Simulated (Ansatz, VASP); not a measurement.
**HfO2: VASP beside Ansatz**

```
Hf O
1.0
     4.90794    0.00000    0.00000
     0.00000    4.90794    0.00000
     0.00000    0.00000    3.26828
Hf O
2 4
Cartesian
  2.4540 2.4540 1.6341
  0.0000 0.0000 0.0000
  3.9511 0.9568 1.6341
  3.4108 3.4108 0.0000
  1.4971 1.4971 0.0000
  0.9568 3.9511 1.6341
```

Change from the starting cell: volume scaled by 1.06.

Alike in both runs: task single point; functional PBEsol; k mesh 6 × 6 × 8; occupations fermi-dirac, width 0.05 eV; no spin polarisation.

```csv
,VASP,Ansatz
version,VASP 6.6.1,Ansatz 0.2.0
potentials or method,"VASP PAW PBE potentials, release 64 (Hf_pv, O), cutoff 520 eV","all-electron LAPW, scalar-relativistic"
```

```csv
,VASP,Ansatz,Ansatz less VASP
gap on the k mesh at the Fermi level (eV),3.65,3.71,+0.053
least direct gap on the mesh (eV),3.65,3.71,+0.053
pressure (GPa),-12.9,-10.3,+2.52
largest component of the traceless stress (GPa),2.67,2.22,-0.451
rms of the force components (eV/Å),0.097,0.077,-0.0199
```

Atom by atom the forces differ by 0.020 eV/Å (rms over components). Ansatz ran all-electron here, so the differences hold the error of VASP's frozen core and of both bases.

Caveats: spin-orbit coupling is left out, which moves the levels of the heavy elements; the PAW data sets were made with another functional, which shifts forces and pressure a little (VASP). A k mesh can miss the band edges.
